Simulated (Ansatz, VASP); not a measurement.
## B in VASP and in Ansatz

```
CELL_PARAMETERS angstrom
4.57998 0.00000 0.00000
0.00000 4.57998 0.00000
0.00000 0.00000 3.01705
ATOMIC_POSITIONS crystal
B 0.96871 0.38218 0.22945
B 0.03129 0.61782 0.72945
B 0.61782 0.96871 0.97945
B 0.38218 0.03129 0.47945
B 0.08821 0.23677 0.71113
B 0.91179 0.76323 0.21113
B 0.76323 0.08821 0.46113
B 0.23677 0.91179 0.96113
```

Alike in both runs: functional PBE; k mesh 4 × 4 × 6; occupations gaussian, width 0.1 eV; no spin polarisation.

Ansatz relaxed the structure, and its values are those at the end. VASP's run is a single point on that final structure, the one shown.

|  | VASP | Ansatz |
| --- | --- | --- |
| version | VASP 6.6.1 | Ansatz 0.2.0 |
| potentials or method | VASP PAW PBE potentials, release 64 (B) | scalar-relativistic, plane waves, PAW |
| plane-wave cutoff (eV) | 520 | 420 |
| valence electrons in the cell | 24 | 24 |

Ansatz gave:

| Item | Value |
| --- | --- |
| gap on the k mesh at the Fermi level (eV) | none |
| pressure (GPa) | 0.4 |
| rms of the force components (eV/Å) | 0.005 |

**Question.** Estimate VASP's values.

**Answer.** gap on the k mesh at the Fermi level (eV): none; pressure (GPa): 0.4; rms of the force components (eV/Å): 0.008.

A gap of «none» marks a metal or a gap that the smearing closes.
